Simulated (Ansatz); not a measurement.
Ta₄N₅ (I4/m), generalised stacking fault

Theory: Ansatz, DFT r2SCAN, scalar-relativistic, plane waves, PAW. The runs took a 500 eV cutoff, a Γ-centred 10×8×4 mesh and Gaussian smearing (0.15 eV). Spin–orbit coupling is left out, which can shift energies with elements as heavy as these. No spin polarisation. Energies are free energies at this smearing, counted from the undisturbed cell; pressure is positive in compression.

The starting cell (relaxed at this level; it needn't be the usual structure):

```
Ta N
1.0
     0.00000    0.00000   -4.26376
    -3.43270   -3.43270   -2.13188
    -6.86541    6.86541    0.00000
Ta N
8 10
Direct
  0.19427 0.61146 0.33867
  0.69427 0.61146 0.83867
  0.08867 0.82267 0.05573
  0.58867 0.82267 0.55573
  0.91133 0.17733 0.44427
  0.41133 0.17733 0.94427
  0.80573 0.38854 0.16133
  0.30573 0.38854 0.66133
  0.00000 0.00000 0.25000
  0.50000 0.00000 0.75000
  0.10841 0.78318 0.54989
  0.60841 0.78318 0.04989
  0.29989 0.40022 0.14159
  0.79989 0.40022 0.64159
  0.70011 0.59978 0.35841
  0.20011 0.59978 0.85841
  0.89159 0.21682 0.95011
  0.39159 0.21682 0.45011
```

The cut lies on the cell's a–b face, a (-1 -1 0) plane (indices in the standard cell, whose axes needn't be the Cartesian ones shown) of area 20.70 Å², between layers 0.97 Å apart. Vector c is tilted by f times 0·a + 1·b (length 5.302 Å) with the atoms' Cartesian places fixed: one unrelaxed fault a cell. The cell is metallic on the mesh throughout.

```
     f  γ (mJ/m²) shear traction, the slope of γ along the slip (GPa)
0.0000          0                                                  0.0
0.1000          ?                                                    ?
0.2000      15651                                                328.2
0.3000      33362                                                267.6
0.4000      37313                                               -121.0
0.6000          ?                                                    ?
0.8000       5124                                                -75.4
```

(1) Give the withheld values.

Results:

(1) γ (mJ/m²) at f = 0.1000: 2976; shear traction, the slope of γ along the slip (GPa) at f = 0.1000: 132.1; γ (mJ/m²) at f = 0.6000: 15969; shear traction, the slope of γ along the slip (GPa) at f = 0.6000: -171.2.

Cost: 7 runs of about 22 core-minutes in all, on Oxide Virtual Turin-like Processor (Zen 5) (shared hosts).